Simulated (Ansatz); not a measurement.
A (100) slab of TiAl (P4/mmm (No. 123)), 8 planes, outer planes Ti (top) and Al (bottom), with 8 atoms (Ti4Al4) in a surface cell of A = 11.425 Å², as cut from the bulk:

```yaml
crystal:
  lattice:
    - [2.81056, 0.00000, 0.00000]
    - [0.00000, 4.06500, 0.00000]
    - [0.00000, 0.00000, 24.83697]
  atoms:
    - { symbol: Al, position: [0.50000, 0.50000, 0.30197] }
    - { symbol: Ti, position: [0.00000, 0.00000, 0.35855] }
    - { symbol: Al, position: [0.50000, 0.50000, 0.41513] }
    - { symbol: Ti, position: [0.00000, 0.00000, 0.47171] }
    - { symbol: Al, position: [0.50000, 0.50000, 0.52829] }
    - { symbol: Ti, position: [0.00000, 0.00000, 0.58487] }
    - { symbol: Al, position: [0.50000, 0.50000, 0.64145] }
    - { symbol: Ti, position: [0.00000, 0.00000, 0.69803] }
```

The calculation used DFT r2SCAN, scalar-relativistic, plane waves, PAW in Ansatz 0.2.0. Plane waves to 500 eV, a k mesh through Γ of 12×9×1 on the computed 8-atom cell and Gaussian smearing (0.10 eV); no spin polarisation. A dipole correction removes the field between periodic images along c.

Against the same 8 atoms in the bulk, the slab as cut lies 3.209 eV higher and the relaxed slab 3.124 eV higher.

Q: Work out the surface energy before and after relaxation.

A: The slab has two faces, so γ = (E_slab − N·E_bulk)/(2A), the mean of both. As cut: 3.209/(2 × 11.425) = 0.1404 eV/Å², and 1 eV/Å² = 16.02 J/m², so γ = 2.25 J/m². Relaxed: 3.124/(2 × 11.425) = 0.1367 eV/Å² = 2.19 J/m². Relaxation recovers 3 % of the cost of cutting.

Q: What is the ideal work of this cut, per area?

A: Griffith's ideal work is 2γ: 4.50 J/m² if the new faces stay rigid, 4.38 J/m² if they relax. One thickness was run, 8 planes, so γ can still shift with it.